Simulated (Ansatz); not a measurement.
## All-electron card of Sn

```
Sn
1.0
    -2.91585    2.91585    1.59065
     2.91585   -2.91585    1.59065
     2.91585    2.91585   -1.59065
Sn
2
Direct
  0.00000 0.00000 0.00000
  0.75000 0.25000 0.50000
```

Atom numbers follow the list: Sn1, Sn2.

The cell is COD entry 1534488, as deposited and not checked against the literature; nothing was relaxed.

No spin–orbit coupling, which matters for the heavy atoms here.

Level of theory: Ansatz 0.2.0, DFT, PBE, all-electron LAPW, scalar-relativistic.

Sampling and basis: a Γ-centred 15×15×15 k mesh, Fermi–Dirac smearing of 0.05 eV, basis error target 0.5 meV/atom, no spin polarisation.

| Property | Result |
| --- | --- |
| Pressure at this cell | 2.65 GPa |
| Band gap | none: bands cross the Fermi level, a metal |
| Stress xx, yy, zz (compression positive) | 2.99, 2.99, 1.97 GPa |
| Density of states at the Fermi level (0.2 eV bin) | 0.94 states/eV per cell |
| Volume per atom | 27.05 Å³ |
